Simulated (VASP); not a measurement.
# Al (Fm-3m) in VASP: notebook

The runs below take Al through single point, with PBE.

All numbers are computed with VASP 6.6.1; they aren't measurements. Logs are shortened: lines on timing, memory, paths and dates and some standing lists are left out, and cuts for length are marked.

## Step 1: The undisturbed crystal

It takes space group Fm-3m (No. 225, cubic). Conventional cell: a = 4.050 Å, b = 4.050 Å, c = 4.050 Å, α = 90.00°, β = 90.00°, γ = 90.00°. Al (site symmetry m-3m) is surrounded by 12 Al at 2.86 Å.

## Step 2: Single point, PBE (grid = ENCUT=340 dk=0.35 cell=2x2x1 ISMEAR=1 SIGMA=0.1 LREAL=Auto EDIFF=1e-06)

INCAR reads:

```
PREC = Accurate ; ENCUT = 340
EDIFF = 1E-6 ; ISMEAR = 1
SIGMA = 0.1 ; LREAL = Auto
LASPH = True ; NELM = 120
ALGO = Fast ; ISIF = 2
LWAVE = False ; LCHARG = False
GGA = PE ; NBANDS = 12
```

KPOINTS reads:

```
Automatic mesh
0
Gamma
  8 8 8
```

POSCAR reads:

```
Al
1.0
    0.0000000000      4.0496100000      4.0496100000
    4.0496100000      0.0000000000      4.0496100000
    2.0248050000      2.0248050000      0.0000000000
Al
3
Direct
    0.0000000000      0.5000000000      0.0000000000
    0.5000000000      0.0000000000      0.0000000000
    0.5000000000      0.5000000000      0.0000000000
```

Potentials or basis: VASP PAW PBE potentials, release 64 (Al).

Command:

```
> cat potpaw_PBE.64/Al/POTCAR > POTCAR
> mpirun -np 1 vasp_std > vasp.out
```

OUTCAR:

```text
PREC = Accurate
   ENCUT = 340
   EDIFF = 1E-6
   ISMEAR = 1
   LREAL = Auto
   LASPH = True
   NELM = 120
   ISIF = 2
   GGA = PE

 Found    105 irreducible k-points:

 Following reciprocal coordinates:
            Coordinates               Weight
  0.000000  0.000000  0.000000      1.000000
  0.125000  0.000000  0.000000      4.000000
  0.250000  0.000000  0.000000      4.000000
  0.375000  0.000000  0.000000      4.000000
  0.500000  0.000000  0.000000      2.000000
  0.125000  0.125000  0.000000      2.000000
   k-points           NKPTS =    105   k-points in BZ     NKDIM =    105   number of bands    NBANDS=     12
   number of dos      NEDOS =    301   number of ions     NIONS =      3
   total plane-waves  NPLWV =  23328
   dimension x,y,z NGX =    36 NGY =   36 NGZ =   18
   dimension x,y,z NGXF=    72 NGYF=   72 NGZF=   36
   ions per type =               3
   NGX,Y,Z   is equivalent  to a cutoff of  10.45, 10.45, 10.45 a.u.
   NGXF,Y,Z  is equivalent  to a cutoff of  20.90, 20.90, 20.90 a.u.
 SYSTEM =  unknown system
   PREC   = accura    normal or accurate (medium, high low for compatibility)
   ISTART =      0    job   : 0-new  1-cont  2-samecut
   ICHARG =      2    charge: 1-file 2-atom 10-const
   ISPIN  =      1    spin polarized calculation?
   LNONCOLLINEAR =      F non collinear calculations
   LSORBIT =      F    spin-orbit coupling
   LASPH  =      T    aspherical Exc in radial PAW
   ENCUT  =  340.0 eV  24.99 Ry    5.00 a.u.   8.61  8.61  4.31*2*pi/ulx,y,z
   NELM   =    120;   NELMIN=  2; NELMDL= -5     # of ELM steps
   EDIFF  = 0.1E-05   stopping-criterion for ELM
   LREAL  =      T    real-space projection
   EDIFFG = 0.1E-04   stopping-criterion for IOM
   NSW    =      0    number of steps for IOM
[... 5 lines left out ...]
   TEBEG  =    0.0;   TEEND  =   0.0 temperature during run
   PSTRESS=    0.0 pullay stress
   NELECT =       9.0000    total number of electrons
   NUPDOWN=      -1.0000    fix difference up-down
   EMIN   =  10.00;   EMAX   =-10.00  energy-range for DOS
   EFERMI =   0.00;   METHOD = LEGACY
   ISMEAR =     1;   SIGMA  =   0.10  broadening in eV -4-tet -1-fermi 0-gaus
   EFERMI_NEDOS =   21; number of points for ismear=-14 and -15
   IALGO  =     68    algorithm
   IMIX   =      4    mixing-type and parameters
     AMIX     =   0.40;   BMIX     =  1.00
     AMIX_MAG =   1.60;   BMIX_MAG =  1.00
  volume/ion in A,a.u.               =      22.14       149.39
  Fermi-wavevector in a.u.,A,eV,Ry     =   0.840896  1.589064  9.620770  0.707107
  Thomas-Fermi vector in A             =   1.955353
   LORBIT       =      0    0 simple, 1 ext, 2 COOP (PROOUT), +10 PAW based schemes
   GGA     = PE    functional components
   LHFCALC =     F    Hartree Fock is set to
   AEXX    =    0.0000 exact exchange contribution
   IVDW    =     0    specifies the selected vdW correction
   LEPSILON=     F    determine dielectric tensor
   LRPA    =     F    only Hartree local field effects (RPA)
 non-spin polarized calculation
 RMM-DIIS sequential band-by-band and
 Methfessel and Paxton  Order N= 1 SIGMA  =   0.10
  energy-cutoff  :      340.00
  volume of cell :       66.41
 maximum number of plane-waves:       973
 NGX is ok and might be reduce to    36
   NGX = 17   NGY = 17   NGZ =  9

 number of electron       9.0000000 magnetization

 Free energy of the ion-electron system (eV)
  ---------------------------------------------------
  ext. energy  EPLUGINS =         0.00000000
  ---------------------------------------------------
  free energy    TOTEN  =       -10.36942102 eV

  energy without entropy =      -10.37010205  energy(sigma->0) =      -10.36964803

 E-fermi :   4.9730     XC(G=0):  -8.9581

 val. band max:        4.9284091039   @ k =   0.3750   0.0000   0.5000
 cond. band min:       4.9869798521   @ k =   0.3750   0.2500   0.0000
 fundamental gap:      0.0585707481
 Fermi energy:         4.9730030650

 k-point     1 :       0.0000    0.0000    0.0000
  band No.  band energies     occupation
      1      -4.6539      2.00000
      2       1.1060      2.00000
      3       1.4721      2.00000
      4       2.7405      2.00000
      5       2.9478      2.00000
      6       4.8052      2.03902
      7       7.3299      0.00000
      8      11.9189      0.00000
      9      12.0037      0.00000
     10      12.8353      0.00000
     11      15.7305      0.00000
     12      16.9855      0.00000

 k-point     2 :       0.1250    0.0000    0.0000
  band No.  band energies     occupation
      1      -4.5636      2.00000
      2       0.1952      2.00000
      3       2.0581      2.00000
      4       2.2142      2.00000
      5       3.8588      2.00000
      6       4.8472      2.07059
      7       7.7939      0.00000
      8      10.9776      0.00000
      9      11.9926      0.00000
     10      13.3185      0.00000
     11      15.7853      0.00000
     12      16.0643      0.00000

 k-point     3 :       0.2500    0.0000    0.0000
  band No.  band energies     occupation
      1      -4.3020      2.00000
      2      -0.8886      2.00000
      3       1.8900      2.00000
      4       2.3083      2.00000
      5       4.6563      2.00007
      6       5.7783     -0.00000
      7       8.7636      0.00000
      8       9.6663      0.00000
      9      12.2044      0.00000
     10      13.6492      0.00000
     11      13.8150      0.00000
     12      15.1479      0.00000

 k-point     4 :       0.3750    0.0000    0.0000
  band No.  band energies     occupation
      1      -3.9200      2.00000
      2      -1.7960      2.00000
      3       1.7548      2.00000
      4       2.2269      2.00000
      5       5.4441     -0.00000
      6       7.2886      0.00000
      7       8.0920      0.00000
      8      10.6166      0.00000
      9      11.5785      0.00000
     10      12.5077      0.00000
     11      14.0689      0.00000
     12      14.3973      0.00000

 k-point     5 :       0.5000    0.0000    0.0000
  band No.  band energies     occupation
      1      -3.6660      2.00000
      2      -2.2288      2.00000
      3       1.7290      2.00000
      4       2.1483      2.00000
      5       6.3845     -0.00000
      6       6.6459     -0.00000
      7       9.4759      0.00000
      8       9.5348      0.00000
      9      12.3442      0.00000
     10      12.5717      0.00000
     11      12.6997      0.00000
     12      14.0529      0.00000

 k-point     6 :       0.1250    0.1250    0.0000
  band No.  band energies     occupation
      1      -4.5285      2.00000
      2       0.4783      2.00000
      3       0.9948      2.00000
      4       3.2402      2.00000
      5       3.4703      2.00000
      6       4.5736      2.00000
      7       8.4039      0.00000
      8      12.0225      0.00000
      9      12.1125      0.00000
     10      12.9276      0.00000
     11      15.2775      0.00000
     12      15.7481      0.00000

 [... further k-points ...]

------------------------ aborting loop because EDIFF is reached ----------------------------------------

  FORCE on cell =-STRESS in cart. coord.  units (eV):
  Direction    XX          YY          ZZ          XY          YZ          ZX
  --------------------------------------------------------------------------------------
  -------------------------------------------------------------------------------------
  Total       -1.7609587     -1.7609587     -1.6441690     -0.4247363      0.0000000      0.0000000
  in kB      -42.4834876    -42.4834876    -39.6659110    -10.2468484      0.0000000      0.0000000
  external PRESSURE =     -41.5442954 kB  Pullay stress =       0.0000000 kB

 VOLUME and BASIS-vectors are now :
 -----------------------------------------------------------------------------
  energy-cutoff  :      340.00
  volume of cell :       66.41
      direct lattice vectors                 reciprocal lattice vectors
     0.000000000  4.049610000  4.049610000    -0.123468680  0.123468680  0.123468680
     4.049610000  0.000000000  4.049610000     0.123468680 -0.123468680  0.123468680
     2.024805000  2.024805000  0.000000000     0.246937359  0.246937359 -0.246937359

 POSITION                                       TOTAL-FORCE (eV/Angst)
 -----------------------------------------------------------------------------------
      2.02481      0.00000      2.02481        -0.000000     -0.000000      0.000000
      0.00000      2.02481      2.02481         0.000000      0.000000     -0.000000
      2.02481      2.02481      4.04961        -0.000000     -0.000000     -0.000000
 -----------------------------------------------------------------------------------
    total drift:                                0.000000     -0.000000     -0.000000

  FREE ENERGIE OF THE ION-ELECTRON SYSTEM (eV)
  ---------------------------------------------------
  free  energy   TOTEN  =       -10.3694210174 eV

  energy  without entropy=      -10.3701020494  energy(sigma->0) =      -10.36964803
```

Run time: 22 s. Hardware: 1 thread of Intel Xeon 6975P-C (Granite Rapids), shared host; peak memory 0.16 GiB.

The run converged, but some of its settings lie outside the range that counts as converged, so its numbers aren't taken as properties of the crystal.

What came out:

| Quantity | Value |
| --- | --- |
| Free energy | -10.3694 eV |
| Pressure | -4.2 GPa |
| Band gap on the k mesh | none (metal or under the smearing width) |

## Step 3: Single point, PBE (grid = ENCUT=400 dk=0.35 cell=2x2x1 ISMEAR=1 SIGMA=0.1 LREAL=Auto EDIFF=1e-06)

INCAR: that of step 2 with these lines changed.

```diff
@@ -1,2 +1,2 @@
-PREC = Accurate ; ENCUT = 340
+PREC = Accurate ; ENCUT = 400
 EDIFF = 1E-6 ; ISMEAR = 1
```

KPOINTS is that of step 2.

POSCAR is that of step 2.

Potentials or basis: VASP PAW PBE potentials, release 64 (Al).

Command:

```
> cat potpaw_PBE.64/Al/POTCAR > POTCAR
> mpirun -np 1 vasp_std > vasp.out
```

It took 28 s on 1 thread of Intel Xeon 6975P-C (Granite Rapids), shared host; peak memory 0.18 GiB.

These settings aren't checked as converged: the numbers below hold their error.

Results:

```
Free energy            : -10.3721 eV
Pressure               : -4.2 GPa
Band gap on the k mesh : none (metal or under the smearing width)
```

## Step 4: Single point, PBE (grid = ENCUT=460 dk=0.35 cell=2x2x1 ISMEAR=1 SIGMA=0.1 LREAL=Auto EDIFF=1e-06)

INCAR: that of step 3 with these lines changed.

```diff
@@ -1,2 +1,2 @@
-PREC = Accurate ; ENCUT = 400
+PREC = Accurate ; ENCUT = 460
 EDIFF = 1E-6 ; ISMEAR = 1
```

KPOINTS is that of step 3.

POSCAR is that of step 3.

Command:

```
> cat potpaw_PBE.64/Al/POTCAR > POTCAR
> mpirun -np 1 vasp_std > vasp.out
```

Wall time 26 s (1 thread of Intel Xeon 6975P-C (Granite Rapids), shared host); peak memory 0.19 GiB.

The run converged, but some of its settings lie outside the range that counts as converged, so its numbers aren't taken as properties of the crystal.

What came out:

```
Free energy            : -10.3731 eV
Pressure               : -4.2 GPa
Band gap on the k mesh : none (metal or under the smearing width)
```

## Step 5: Single point, PBE (grid = ENCUT=520 dk=0.35 cell=2x2x1 ISMEAR=1 SIGMA=0.1 LREAL=Auto EDIFF=1e-06)

INCAR: that of step 4 with these lines changed.

```diff
@@ -1,2 +1,2 @@
-PREC = Accurate ; ENCUT = 460
+PREC = Accurate ; ENCUT = 520
 EDIFF = 1E-6 ; ISMEAR = 1
```

KPOINTS is that of step 4.

POSCAR is that of step 4.

Potentials or basis: VASP PAW PBE potentials, release 64 (Al).

Command:

```
> cat potpaw_PBE.64/Al/POTCAR > POTCAR
> mpirun -np 1 vasp_std > vasp.out
```

OUTCAR:

```text
PREC = Accurate
   ENCUT = 520
   EDIFF = 1E-6
   ISMEAR = 1
   LREAL = Auto
   LASPH = True
   NELM = 120
   ISIF = 2
   GGA = PE

 Found    105 irreducible k-points:

 Following reciprocal coordinates:
            Coordinates               Weight
  0.000000  0.000000  0.000000      1.000000
  0.125000  0.000000  0.000000      4.000000
  0.250000  0.000000  0.000000      4.000000
  0.375000  0.000000  0.000000      4.000000
  0.500000  0.000000  0.000000      2.000000
  0.125000  0.125000  0.000000      2.000000
   k-points           NKPTS =    105   k-points in BZ     NKDIM =    105   number of bands    NBANDS=     12
   number of dos      NEDOS =    301   number of ions     NIONS =      3
   total plane-waves  NPLWV =  55296
   dimension x,y,z NGX =    48 NGY =   48 NGZ =   24
   dimension x,y,z NGXF=    96 NGYF=   96 NGZF=   48
   ions per type =               3
   NGX,Y,Z   is equivalent  to a cutoff of  13.93, 13.93, 13.93 a.u.
   NGXF,Y,Z  is equivalent  to a cutoff of  27.87, 27.87, 27.87 a.u.
 SYSTEM =  unknown system
   PREC   = accura    normal or accurate (medium, high low for compatibility)
   ISTART =      0    job   : 0-new  1-cont  2-samecut
   ICHARG =      2    charge: 1-file 2-atom 10-const
   ISPIN  =      1    spin polarized calculation?
   LNONCOLLINEAR =      F non collinear calculations
   LSORBIT =      F    spin-orbit coupling
[... 74 lines left out ...]
     12      16.9889      0.00000
[... 61 lines left out ...]
 k-point     6 :       0.1250    0.1250    0.0000
  band No.  band energies     occupation
      1      -4.5289      2.00000
      2       0.4777      2.00000
      3       0.9939      2.00000
      4       3.2393      2.00000
      5       3.4696      2.00000
      6       4.5726      2.00000
      7       8.4014      0.00000
      8      12.0217      0.00000
      9      12.1043      0.00000
     10      12.9267      0.00000
     11      15.2722      0.00000
     12      15.7433      0.00000

 [... further k-points ...]

------------------------ aborting loop because EDIFF is reached ----------------------------------------

  FORCE on cell =-STRESS in cart. coord.  units (eV):
  Direction    XX          YY          ZZ          XY          YZ          ZX
  --------------------------------------------------------------------------------------
  -------------------------------------------------------------------------------------
  Total       -1.7568663     -1.7568663     -1.6394496     -0.4261410      0.0000000      0.0000000
  in kB      -42.3847566    -42.3847566    -39.5520557    -10.2807387      0.0000000      0.0000000
  external PRESSURE =     -41.4405230 kB  Pullay stress =       0.0000000 kB

 VOLUME and BASIS-vectors are now :
 -----------------------------------------------------------------------------
  energy-cutoff  :      520.00
  volume of cell :       66.41
      direct lattice vectors                 reciprocal lattice vectors
     0.000000000  4.049610000  4.049610000    -0.123468680  0.123468680  0.123468680
     4.049610000  0.000000000  4.049610000     0.123468680 -0.123468680  0.123468680
     2.024805000  2.024805000  0.000000000     0.246937359  0.246937359 -0.246937359

 POSITION                                       TOTAL-FORCE (eV/Angst)
 -----------------------------------------------------------------------------------
      2.02481      0.00000      2.02481         0.000000     -0.000000      0.000000
      0.00000      2.02481      2.02481         0.000000      0.000000      0.000000
      2.02481      2.02481      4.04961         0.000000      0.000000     -0.000000
 -----------------------------------------------------------------------------------
    total drift:                               -0.000000     -0.000000     -0.000000

  FREE ENERGIE OF THE ION-ELECTRON SYSTEM (eV)
  ---------------------------------------------------
  free  energy   TOTEN  =       -10.3726549023 eV

  energy  without entropy=      -10.3733354392  energy(sigma->0) =      -10.37288175
```

OSZICAR:

```text
N       E                     dE             d eps       ncg     rms          rms(c)
DAV:   1     0.460549130418E+01    0.46055E+01   -0.30445E+03  2520   0.541E+02
DAV:   2    -0.100074757217E+02   -0.14613E+02   -0.14001E+02  3280   0.732E+01
DAV:   3    -0.105050030095E+02   -0.49753E+00   -0.49210E+00  3300   0.112E+01
DAV:   4    -0.105116508878E+02   -0.66479E-02   -0.66459E-02  2944   0.155E+00
DAV:   5    -0.105118121448E+02   -0.16126E-03   -0.16126E-03  3216   0.242E-01    0.211E+00
RMM:   6    -0.104099700158E+02    0.10184E+00   -0.45287E-02  2531   0.772E-01    0.121E+00
RMM:   7    -0.103730606185E+02    0.36909E-01   -0.51664E-02  2686   0.923E-01    0.225E-01
RMM:   8    -0.103725220793E+02    0.53854E-03   -0.50038E-03  2819   0.395E-01    0.909E-02
RMM:   9    -0.103726391020E+02   -0.11702E-03   -0.74413E-04  2937   0.170E-01    0.387E-02
RMM:  10    -0.103726541775E+02   -0.15076E-04   -0.96804E-05  3002   0.678E-02    0.153E-02
RMM:  11    -0.103726547158E+02   -0.53835E-06   -0.27545E-05  3014   0.332E-02    0.191E-03
RMM:  12    -0.103726549023E+02   -0.18645E-06   -0.73993E-06  2940   0.181E-02
   1 F= -.10372655E+02 E0= -.10372882E+02  d E =0.680537E-03
```

stdout:

```text
POSCAR found type information on POSCAR Al
 POSCAR found :  1 types and       3 ions
 scaLAPACK will be used
 -----------------------------------------------------------------------------
|                                                                             |
|                                                                             |
|     You have a (more or less) 'small supercell' and for smaller cells       |
|     it is recommended to use the reciprocal-space projection scheme!        |
|     The real-space optimization is not efficient for small cells and it     |
|     is also less accurate ...                                               |
|     Therefore, set LREAL=.FALSE. in the INCAR file.                         |
|                                                                             |
 -----------------------------------------------------------------------------

 LDA part: xc-table for (Slater+PW92), standard interpolation
 POSCAR, INCAR and KPOINTS ok, starting setup
 FFT: planning ... GRIDC
 FFT: planning ... GRID_SOFT
 FFT: planning ... GRID
 WAVECAR not read
 entering main loop
```

It took 42 s on 1 thread of Intel Xeon 6975P-C (Granite Rapids), shared host; peak memory 0.23 GiB.

The run converged, but some of its settings lie outside the range that counts as converged, so its numbers aren't taken as properties of the crystal.

Results:

```
Free energy            : -10.3727 eV
Pressure               : -4.1 GPa
Band gap on the k mesh : none (metal or under the smearing width)
```

## Step 6: Single point, PBE (grid = ENCUT=400 dk=0.27 cell=2x2x1 ISMEAR=1 SIGMA=0.1 LREAL=Auto EDIFF=1e-06)

INCAR: that of step 5 with these lines changed.

```diff
@@ -1,2 +1,2 @@
-PREC = Accurate ; ENCUT = 520
+PREC = Accurate ; ENCUT = 400
 EDIFF = 1E-6 ; ISMEAR = 1
```

KPOINTS reads:

```
Automatic mesh
0
Gamma
  10 10 10
```

POSCAR is that of step 5.

Potentials or basis: VASP PAW PBE potentials, release 64 (Al).

Command:

```
> cat potpaw_PBE.64/Al/POTCAR > POTCAR
> mpirun -np 1 vasp_std > vasp.out
```

Wall time 50 s (1 thread of Intel Xeon 6975P-C (Granite Rapids), shared host); peak memory 0.2 GiB.

The run converged, but some of its settings lie outside the range that counts as converged, so its numbers aren't taken as properties of the crystal.

Results:

- Free energy: -10.3628 eV
- Pressure: -3.9 GPa
- Band gap on the k mesh: none (metal or under the smearing width)

## Step 7: The reference run

An earlier run on the cell as given: functional PBE; potentials or basis VASP PAW PBE potentials, release 64 (Al); cutoff 520 eV; k mesh 11 × 11 × 11; occupations fermi-dirac, width 0.05 eV; no spin polarisation.

* Pressure: -0.5 GPa
* Band gap on the k mesh: none (metal or under the smearing width)
